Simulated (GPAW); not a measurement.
PtSe2 (Sudovikovite) in GPAW: the effect of strain biaxial xy

Crystal: PtSe2 (Sudovikovite).

```xyz
3
Lattice="3.5750 0.0000 0.0000 -1.7875 3.0961 0.0000 0.0000 0.0000 5.0620" Properties=species:S:1:pos:R:3 pbc="T T T"
Pt    0.0000    0.0000    0.0000
Se    1.7875    1.0320    3.7965
Se    0.0000    2.0641    1.2655
```

Alike in all runs:

* Program: GPAW 26.7.0
* Task: single point
* Functional: PBEsol
* Potentials or basis: PAW data sets generated in the run's folder for this functional
* Cutoff: 600 eV
* Basis: pw
* k mesh: 8 × 8 × 5
* Occupations: fermi-dirac, width 0.05 eV
* Spin: no spin polarisation
* Maxiter: 150

| strain biaxial xy | pressure (GPa) | largest force (eV/Å) |
| --- | --- | --- |
| -0.04 | 17.5 | 1.50 |
| -0.02 | ? | ? |
| -0.01 | 5.4 | 0.61 |
| 0 | 2.2 | 0.37 |
| 0.01 | -0.7 | 0.14 |
| 0.02 | -3.3 | 0.06 |
| 0.04 | -7.7 | 0.40 |

Question: What does the run with strain biaxial xy -0.02 give?

Answer: Pressure 9.0 GPa; largest force 0.88 eV/Å.

Worked out: A parabola through the other rows of the pressure, of slope -381 GPa per unit of strain biaxial xy there, gives 9.2 GPa, against the run's 9.0. A parabola through the other rows of the largest force, of slope -30.5 eV/Å per unit of strain biaxial xy there, gives 0.77 eV/Å, against the run's 0.88.

Caveats: the density grid can change from cell to cell, which puts small steps into energies and stress; forces of over 1 eV/Å show positions far from the minimum, so gaps and moduli don't describe the material at rest (some runs).

Runs at the PBE level aren't shown here.
